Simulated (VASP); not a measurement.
Wanted: the native input for a VASP 6.6.1 run.

```yaml
Task: single point
Functional: PBE
Potentials_or_basis: VASP PAW PBE potentials, release 64 (Ti_sv, Co)
Cutoff: 520 eV
k_mesh: 7 × 7 × 7, shifted
Occupations: tetrahedron
Spin: collinear spin, typed start
Starting_moments: "[0.0, 2.5] μB"
Dipole_correction: no
Further_INCAR_settings: ALGO = Normal; EDIFF = 1e-06; NBANDS = 22
```

The structure of TiCo lies in POSCAR:

```
TiCo
1.0
    2.9478000000      0.0069000000      0.0210000000
    0.0069000000      2.9781000000      0.0001000000
    0.0210000000      0.0001000000      2.9757000000
Ti Co
1 1
Direct
    0.0129000000      0.9984000000      0.0020000000
    0.4989000000      0.4886000000      0.4964000000
```

The cell comes from a database or a generator and needn't be the stable form of this composition.

One way to write it, as run:

INCAR

```
SYSTEM = TiCo
PREC = Accurate ; ENCUT = 520
EDIFF = 1E-6 ; ISMEAR = -5
SIGMA = 0.1 ; LREAL = .False.
LASPH = .True. ; NELM = 150
ALGO = Normal ; ISIF = 2
LWAVE = .False. ; LCHARG = .False.
ISPIN = 2 ; MAGMOM = 0 2.5
LORBIT = 11 ; LMAXMIX = 4
GGA = PE ; NBANDS = 22
```

KPOINTS

```
Automatic mesh
0
Gamma
  7 7 7
  0.5 0.5 0.5
```

Potentials or basis: VASP PAW PBE potentials, release 64 (Ti_sv, Co).

The run is started by

```bash
$ cat potpaw_PBE.64/Ti_sv/POTCAR potpaw_PBE.64/Co/POTCAR > POTCAR
$ mpirun -np 1 vasp_std > vasp.out
```

Results of the run:

```yaml
Pressure: 3.2 GPa
Largest_force: 0.261 eV/Å
Band_gap_on_the_k_mesh: none (metal or under the smearing width)
Net_moment: 0.91 μB per cell
Site_moments: Ti +0.01; Co +0.94 μB
Valence_electrons_inside_the_program's_atomic_spheres: Ti 10.31; Co 8.32
```

Caveat: tetrahedron occupations give inexact forces and stress in metals.

Run time: 95 s on 1 thread of Intel(R) Xeon(R) Platinum 8488C (Sapphire Rapids), with other jobs on the host, peak memory 0.27 GiB.
